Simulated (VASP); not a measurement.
# SnSe (Fm-3m) in VASP: further runs

The runs below take SnSe through density of states, phonons, with PBE+D3(BJ).

All numbers are computed with VASP 6.6.1; they aren't measurements. Logs are shortened: lines on timing, memory, paths and dates and some standing lists are left out, and cuts for length are marked.

## 1. Starting point

Symmetry: Fm-3m, No. 225, cubic system. Conventional cell: a = 5.978 Å, b = 5.978 Å, c = 5.978 Å, α = 90.00°, β = 90.00°, γ = 90.00°. Sn (site symmetry m-3m) is surrounded by 6 Se at 2.99 Å. Se (site symmetry m-3m) has 6 Sn at 2.99 Å as nearest neighbours.

Measurements of this composition are mostly on another form, of space group No. 62.

## 2. Density of states, PBE+D3(BJ)

Contents of POSCAR:

```
SnSe
1.0
    0.0000000000      2.9887688240      2.9887688240
    2.9887688240      0.0000000000      2.9887688240
    2.9887688240      2.9887688240      0.0000000000
Sn Se
1 1
Direct
    0.0000000000      0.0000000000      0.0000000000
    0.5000000000      0.5000000000      0.5000000000
```

Contents of INCAR.step1:

```
SYSTEM = SnSe
PREC = Accurate
ENCUT = 520
EDIFF = 1E-6
ISMEAR = 0
SIGMA = 0.02
LREAL = .False.
LASPH = .True.
NELM = 60
ALGO = Normal
ISIF = 2
LWAVE = .False.
LCHARG = .True.
GGA = PE
IVDW = 12
NBANDS = 17
```

Contents of KPOINTS.step1:

```
regular mesh
0
Gamma
  10 10 10
  0 0 0
```

Contents of INCAR.step2:

```
SYSTEM = SnSe
PREC = Accurate
ENCUT = 520
EDIFF = 1E-6
ISMEAR = -5
SIGMA = 0.02
LREAL = .False.
LASPH = .True.
NELM = 60
ALGO = Normal
ISIF = 2
LWAVE = .False.
LCHARG = .False.
GGA = PE
IVDW = 12
LORBIT = 11
NEDOS = 2001
ICHARG = 11
```

Contents of KPOINTS.step2:

```
regular mesh
0
Gamma
  15 15 15
  0 0 0
```

Potentials or basis: VASP PAW PBE potentials, release 64 (Sn_d, Se).

The run is started by

```console
$ cat potpaw_PBE.64/Sn_d/POTCAR potpaw_PBE.64/Se/POTCAR > POTCAR
$ cp INCAR.step1 INCAR
$ cp KPOINTS.step1 KPOINTS
$ mpirun -np 1 vasp_std > vasp.out
$ cp INCAR.step2 INCAR
$ cp KPOINTS.step2 KPOINTS
$ mpirun -np 1 vasp_std > vasp.out
```

OUTCAR:

```text
SYSTEM = SnSe
   PREC = Accurate
   ENCUT = 520
   EDIFF = 1E-6
   ISMEAR = -5
   LREAL = .False.
   LASPH = .True.
   NELM = 60
   ISIF = 2
   GGA = PE
   IVDW = 12
   LORBIT = 11
   ICHARG = 11
 IVDW          = 12

 ion  position               nearest neighbor table
   1  0.000  0.000  0.000-   2 2.99   2 2.99   2 2.99   2 2.99   2 2.99   2 2.99
   2  0.500  0.500  0.500-   1 2.99   1 2.99   1 2.99   1 2.99   1 2.99   1 2.99

  LATTYP: Found a face centered cubic cell.
 ALAT       =     5.9775376480

  Lattice vectors:

 A1 = (   0.0000000000,   2.9887688240,   2.9887688240)
 A2 = (   2.9887688240,   0.0000000000,   2.9887688240)
 A3 = (   2.9887688240,   2.9887688240,   0.0000000000)

Analysis of symmetry for initial positions (statically):
=====================================================================
 Subroutine PRICEL returns:
 Original cell was already a primitive cell.

 Routine SETGRP: Setting up the symmetry group for a
 face centered cubic supercell.

 Subroutine GETGRP returns: Found 48 space group operations
 (whereof 48 operations were pure point group operations)
 out of a pool of 48 trial point group operations.

The static configuration has the point symmetry O_h .

Analysis of symmetry for dynamics (positions and initial velocities):
=====================================================================
 Subroutine PRICEL returns:
 Original cell was already a primitive cell.

 Routine SETGRP: Setting up the symmetry group for a
 face centered cubic supercell.

 Subroutine GETGRP returns: Found 48 space group operations
 (whereof 48 operations were pure point group operations)
 out of a pool of 48 trial point group operations.

The dynamic configuration has the point symmetry O_h .

 Subroutine INISYM returns: Found 48 space group operations
 (whereof 48 operations are pure point group operations),
 and found     1 'primitive' translations

----------------------------------------------------------------------------------------

                                     Primitive cell

  volume of cell :      53.3958

  direct lattice vectors                    reciprocal lattice vectors
     0.000000000  2.988768824  2.988768824    -0.167292966  0.167292966  0.167292966
     2.988768824  0.000000000  2.988768824     0.167292966 -0.167292966  0.167292966
     2.988768824  2.988768824  0.000000000     0.167292966  0.167292966 -0.167292966

  length of vectors
     4.226757406  4.226757406  4.226757406     0.289759916  0.289759916  0.289759916

  position of ions in fractional coordinates (direct lattice)
     0.000000000  0.000000000  0.000000000
     0.500000000  0.500000000  0.500000000

  ion indices of the primitive-cell ions
   primitive index   ion index
                 1           1
                 2           2

----------------------------------------------------------------------------------------

 KPOINTS: regular mesh

Automatic generation of k-mesh.
 Grid dimensions read from file:
 generate k-points for:   15   15   15

 Generating k-lattice:

  Cartesian coordinates                     Fractional coordinates (reciprocal lattice)
    -0.011152864  0.011152864  0.011152864     0.066666667  0.000000000  0.000000000
     0.011152864 -0.011152864  0.011152864     0.000000000  0.066666667  0.000000000
     0.011152864  0.011152864 -0.011152864     0.000000000  0.000000000  0.066666667

  Length of vectors
     0.019317328  0.019317328  0.019317328

  Shift w.r.t. Gamma in fractional coordinates (k-lattice)
     0.000000000  0.000000000  0.000000000

 TETIRR: Found    484 inequivalent tetrahedra from    20250

 Subroutine IBZKPT returns following result:
 ===========================================

 Found    120 irreducible k-points:

 Following reciprocal coordinates:
            Coordinates               Weight
  0.000000  0.000000  0.000000      1.000000
  0.066667  0.000000  0.000000      8.000000
  0.133333  0.000000  0.000000      8.000000
  0.200000  0.000000  0.000000      8.000000
  0.266667  0.000000  0.000000      8.000000
  0.333333  0.000000  0.000000      8.000000
[... 16 lines left out ...]
  0.133333  0.133333  0.000000      6.000000
  0.200000  0.133333  0.000000     24.000000
 [... further k-points ...]
   k-points           NKPTS =    120   k-points in BZ     NKDIM =    120   number of bands    NBANDS=     14
   number of dos      NEDOS =   2001   number of ions     NIONS =      2
   total plane-waves  NPLWV =  32768
   dimension x,y,z NGX =    32 NGY =   32 NGZ =   32
   dimension x,y,z NGXF=    64 NGYF=   64 NGZF=   64
   ions per type =               1   1
   NGX,Y,Z   is equivalent  to a cutoff of  12.59, 12.59, 12.59 a.u.
   NGXF,Y,Z  is equivalent  to a cutoff of  25.17, 25.17, 25.17 a.u.
 SYSTEM =  SnSe
   PREC   = accura    normal or accurate (medium, high low for compatibility)
   ISTART =      0    job   : 0-new  1-cont  2-samecut
   ICHARG =     11    charge: 1-file 2-atom 10-const
   ISPIN  =      1    spin polarized calculation?
   LNONCOLLINEAR =      F non collinear calculations
   LSORBIT =      F    spin-orbit coupling
   LASPH  =      T    aspherical Exc in radial PAW
   ENCUT  =  520.0 eV  38.22 Ry    6.18 a.u.   7.86  7.86  7.86*2*pi/ulx,y,z
   NELM   =     60;   NELMIN=  2; NELMDL=  0     # of ELM steps
   EDIFF  = 0.1E-05   stopping-criterion for ELM
   LREAL  =      F    real-space projection
   EDIFFG = 0.1E-04   stopping-criterion for IOM
   NSW    =      0    number of steps for IOM
   IBRION =     -1    ionic relax: 0-MD 1-quasi-New 2-CG
   NFREE  =      0    steps in history (QN), initial steepest desc. (CG)
   ISIF   =      2    stress and relaxation
   ISYM   =      2    0-nonsym 1-usesym 2-fastsym
   POTIM  = 0.5000    time-step for ionic-motion
   TEBEG  =    0.0;   TEEND  =   0.0 temperature during run
   PSTRESS=    0.0 pullay stress
   NELECT =      20.0000    total number of electrons
   NUPDOWN=      -1.0000    fix difference up-down
   EMIN   =  10.00;   EMAX   =-10.00  energy-range for DOS
   EFERMI =   0.00;   METHOD = LEGACY
   ISMEAR =    -5;   SIGMA  =   0.02  broadening in eV -4-tet -1-fermi 0-gaus
   EFERMI_NEDOS =   21; number of points for ismear=-14 and -15
   IALGO  =     38    algorithm
   IMIX   =      4    mixing-type and parameters
     AMIX     =   0.40;   BMIX     =  1.00
     AMIX_MAG =   1.60;   BMIX_MAG =  1.00
  volume/ion in A,a.u.               =      26.70       180.17
  Fermi-wavevector in a.u.,A,eV,Ry     =   1.180092  2.230050 18.947704  1.392617
  Thomas-Fermi vector in A             =   2.316391
   LORBIT       =     11    0 simple, 1 ext, 2 COOP (PROOUT), +10 PAW based schemes
   GGA     = PE    functional components
   LHFCALC =     F    Hartree Fock is set to
   AEXX    =    0.0000 exact exchange contribution
   IVDW    =    12    specifies the selected vdW correction
   LEPSILON=     F    determine dielectric tensor
   LRPA    =     F    only Hartree local field effects (RPA)
 non-spin polarized calculation
 Fermi weights with tetrahedron method with Bloechl corrections
  energy-cutoff  :      520.00
  volume of cell :       53.40
 maximum number of plane-waves:      1459

 number of electron      20.0000008 magnetization

 Free energy of the ion-electron system (eV)
  ---------------------------------------------------
  ext. energy  EPLUGINS =         0.00000000
  ---------------------------------------------------
  free energy    TOTEN  =        -8.19845448 eV

  energy without entropy =       -8.19845448  energy(sigma->0) =       -8.19845448

 E-fermi :   5.8832     XC(G=0):  -9.6944

 val. band max:        5.8704205579   @ k =  -0.4000   0.0667   0.0000
 cond. band min:       6.1520824117   @ k =  -0.4667   0.0667   0.0000
 fundamental gap:      0.2816618538
 Fermi energy:         5.8832429550

 k-point     1 :       0.0000    0.0000    0.0000
  band No.  band energies     occupation
      1     -15.7732      2.00000
      2     -15.7732      2.00000
      3     -15.7719      2.00000
      4     -15.7719      2.00000
      5     -15.7719      2.00000
      6      -8.1826      2.00000
      7       0.8317      2.00000
      8       3.5782      2.00000
      9       3.5782      2.00000
     10       3.5782      2.00000
     11      10.2248      0.00000
     12      10.2248      0.00000
     13      10.2248      0.00000
     14      11.6670      0.00000

 k-point     2 :       0.0667    0.0000    0.0000
  band No.  band energies     occupation
      1     -15.7735      2.00000
      2     -15.7735      2.00000
      3     -15.7718      2.00000
      4     -15.7714      2.00000
      5     -15.7714      2.00000
      6      -8.1498      2.00000
      7       0.6258      2.00000
      8       3.5836      2.00000
      9       3.5836      2.00000
     10       3.7472      2.00000
     11       9.9042      0.00000
     12       9.9614      0.00000
     13       9.9614      0.00000
     14      11.6695      0.00000

 k-point     3 :       0.1333    0.0000    0.0000
  band No.  band energies     occupation
      1     -15.7745      2.00000
      2     -15.7745      2.00000
      3     -15.7715      2.00000
      4     -15.7698      2.00000
      5     -15.7698      2.00000
      6      -8.0537      2.00000
      7       0.1306      2.00000
      8       3.6009      2.00000
      9       3.6009      2.00000
     10       4.1323      2.00000
     11       9.2365      0.00000
     12       9.3836      0.00000
     13       9.3836      0.00000
     14      11.6681      0.00000

 k-point     4 :       0.2000    0.0000    0.0000
  band No.  band energies     occupation
      1     -15.7761      2.00000
      2     -15.7761      2.00000
      3     -15.7710      2.00000
      4     -15.7673      2.00000
      5     -15.7673      2.00000
      6      -7.9024      2.00000
      7      -0.4781      2.00000
      8       3.6322      2.00000
      9       3.6322      2.00000
     10       4.5632      2.00000
     11       8.5209      0.00000
     12       8.7390      0.00000
     13       8.7390      0.00000
     14      11.7719      0.00000

 k-point     5 :       0.2667    0.0000    0.0000
  band No.  band energies     occupation
      1     -15.7779      2.00000
      2     -15.7779      2.00000
      3     -15.7704      2.00000
      4     -15.7643      2.00000
      5     -15.7643      2.00000
      6      -7.7115      2.00000
      7      -1.0934      2.00000
      8       3.6781      2.00000
      9       3.6781      2.00000
     10       4.9552      2.00000
     11       7.8635      0.00000
[... 276 lines left out ...]
 k-point    22 :      -0.0667    0.0667    0.0000
  band No.  band energies     occupation
      1     -15.7743      2.00000
      2     -15.7736      2.00000
      3     -15.7718      2.00000
      4     -15.7710      2.00000
      5     -15.7700      2.00000
      6      -8.0958      2.00000
      7       0.3463      2.00000
      8       3.4160      2.00000
      9       3.6759      2.00000
     10       4.0587      2.00000
     11       9.3141      0.00000
     12       9.4153      0.00000
     13      10.0404      0.00000
     14      11.6291      0.00000

 k-point    23 :       0.1333    0.1333    0.0000
  band No.  band energies     occupation
      1     -15.7769      2.00000
      2     -15.7731      2.00000
      3     -15.7718      2.00000
      4     -15.7688      2.00000
      5     -15.7688      2.00000
      6      -8.0105      2.00000
      7       0.0821      2.00000
      8       3.2839      2.00000
      9       3.2839      2.00000
     10       4.7209      2.00000
     11       7.9732      0.00000
     12      10.1002      0.00000
     13      10.1002      0.00000
     14      10.7079      0.00000

 k-point    24 :       0.2000    0.1333    0.0000
  band No.  band energies     occupation
      1     -15.7789      2.00000
      2     -15.7733      2.00000
      3     -15.7720      2.00000
      4     -15.7672      2.00000
      5     -15.7666      2.00000
      6      -7.8985      2.00000
      7      -0.2640      2.00000
      8       3.1730      2.00000
      9       3.2116      2.00000
     10       4.9946      2.00000
     11       7.4456      0.00000
     12       9.8260      0.00000
     13       9.9232      0.00000
     14      10.6603      0.00000

 [... further k-points ...]

------------------------ aborting loop because EDIFF is reached ----------------------------------------

 Edisp (eV)   -0.72221

 E8    (eV) :    -0.3255

  FORCE on cell =-STRESS in cart. coord.  units (eV):
  Direction    XX          YY          ZZ          XY          YZ          ZX
  --------------------------------------------------------------------------------------
  -------------------------------------------------------------------------------------
  Total       0.01825     0.01825     0.01825     0.00000    -0.00000     0.00000
  in kB       0.54774     0.54774     0.54774     0.00000    -0.00000     0.00000
  external pressure =        0.55 kB  Pullay stress =        0.00 kB

 VOLUME and BASIS-vectors are now :
 -----------------------------------------------------------------------------
  energy-cutoff  :      520.00
  volume of cell :       53.40
      direct lattice vectors                 reciprocal lattice vectors
     0.000000000  2.988768824  2.988768824    -0.167292966  0.167292966  0.167292966
     2.988768824  0.000000000  2.988768824     0.167292966 -0.167292966  0.167292966
     2.988768824  2.988768824  0.000000000     0.167292966  0.167292966 -0.167292966

 POSITION                                       TOTAL-FORCE (eV/Angst)
 -----------------------------------------------------------------------------------
      0.00000      0.00000      0.00000        -0.000000     -0.000000      0.000000
      2.98877      2.98877      2.98877         0.000000      0.000000     -0.000000
 -----------------------------------------------------------------------------------
    total drift:                                0.000000     -0.000000     -0.000000

  FREE ENERGIE OF THE ION-ELECTRON SYSTEM (eV)
  ---------------------------------------------------
  free  energy   TOTEN  =        -8.9206602829 eV

  energy  without entropy=       -8.9206602829  energy(sigma->0) =       -8.92066028

 total charge

# of ion       s       p       d       tot
------------------------------------------
    1        1.392   0.677   9.993  12.063
    2        1.477   2.304   0.028   3.808
--------------------------------------------------
tot          2.869   2.981  10.021  15.871
```

Run time: 39 s. Hardware: 1 thread of Intel Xeon 6975P-C (Granite Rapids), shared host; peak memory 0.24 GiB.

Results:

| Property | Result |
| --- | --- |
| Valence electrons inside the program's atomic spheres | Sn 12.06; Se 3.81 |
| Dispersion energy per atom | -0.361 eV |

Levels at points of the mesh, in eV from the valence-band top:
```csv
k point,band 7,band 8,band 9,band 10,band 11,band 12,band 13,band 14
"(0.00, 0.00, 0.00)",-5.04,-2.29,-2.29,-2.29,4.35,4.35,4.35,5.80
```

States per cell in windows of 0.5 eV (zero at the valence-band top; states under -8 eV left out):
| from (eV) | total | Se2_p | Sn1_p | Sn1_s | Sn1_d | Se2_d | Se2_s |
| --- | --- | --- | --- | --- | --- | --- | --- |
| -8.0 | 0.52 | 0.06 | 0.00 | 0.25 | 0.00 | 0.00 | 0.01 |
| -7.5 | 0.86 | 0.08 | 0.01 | 0.42 | 0.00 | 0.00 | 0.03 |
| -7.0 | 0.41 | 0.04 | 0.00 | 0.20 | 0.00 | 0.00 | 0.03 |
| -6.5 | 0.11 | 0.01 | 0.00 | 0.06 | 0.00 | 0.00 | 0.01 |
| -6.0 | 0.05 | 0.00 | 0.00 | 0.02 | 0.00 | 0.00 | 0.01 |
| -5.5 | 0.19 | 0.05 | 0.03 | 0.01 | 0.00 | 0.00 | 0.00 |
| -5.0 | 0.34 | 0.09 | 0.05 | 0.01 | 0.00 | 0.00 | 0.00 |
| -4.5 | 0.55 | 0.17 | 0.08 | 0.01 | 0.00 | 0.00 | 0.00 |
| -4.0 | 0.78 | 0.26 | 0.10 | 0.01 | 0.01 | 0.00 | 0.00 |
| -3.5 | 0.83 | 0.30 | 0.10 | 0.02 | 0.01 | 0.00 | 0.00 |
| -3.0 | 0.85 | 0.34 | 0.08 | 0.02 | 0.01 | 0.00 | 0.00 |
| -2.5 | 0.87 | 0.38 | 0.06 | 0.03 | 0.02 | 0.00 | 0.00 |
| -2.0 | 0.31 | 0.10 | 0.03 | 0.04 | 0.00 | 0.00 | 0.00 |
| -1.5 | 0.54 | 0.18 | 0.04 | 0.09 | 0.01 | 0.00 | 0.01 |
| -1.0 | 0.58 | 0.20 | 0.04 | 0.10 | 0.01 | 0.00 | 0.01 |
| -0.5 | 0.20 | 0.06 | 0.02 | 0.04 | 0.00 | 0.00 | 0.00 |
| 0.0 | 0.03 | 0.00 | 0.01 | 0.00 | 0.00 | 0.00 | 0.00 |
| 0.5 | 0.25 | 0.02 | 0.08 | 0.01 | 0.00 | 0.00 | 0.02 |
| 1.0 | 0.58 | 0.04 | 0.21 | 0.01 | 0.00 | 0.01 | 0.03 |
| 1.5 | 0.73 | 0.06 | 0.29 | 0.01 | 0.00 | 0.02 | 0.02 |
| 2.0 | 0.58 | 0.08 | 0.21 | 0.01 | 0.01 | 0.02 | 0.01 |
| 2.5 | 0.58 | 0.09 | 0.19 | 0.01 | 0.01 | 0.02 | 0.01 |
| 3.0 | 0.77 | 0.12 | 0.20 | 0.02 | 0.02 | 0.03 | 0.01 |
| 3.5 | 1.05 | 0.20 | 0.26 | 0.01 | 0.03 | 0.04 | 0.00 |
| 4.0 | 0.72 | 0.17 | 0.17 | 0.01 | 0.01 | 0.02 | 0.00 |
| 4.5 | 0.59 | 0.15 | 0.15 | 0.01 | 0.01 | 0.02 | 0.00 |
| 5.0 | 0.57 | 0.11 | 0.15 | 0.00 | 0.02 | 0.02 | 0.00 |
| 5.5 | 0.54 | 0.07 | 0.12 | 0.00 | 0.03 | 0.02 | 0.00 |
| 6.0 | 0.35 | 0.01 | 0.06 | 0.00 | 0.03 | 0.02 | 0.00 |
| 6.5 | 0.37 | 0.01 | 0.06 | 0.00 | 0.03 | 0.02 | 0.00 |
| 7.0 | 0.22 | 0.01 | 0.02 | 0.00 | 0.02 | 0.01 | 0.00 |
| 7.5 | 0.06 | 0.01 | 0.00 | 0.00 | 0.01 | 0.00 | 0.00 |

(Continued in part 2 of 2.)
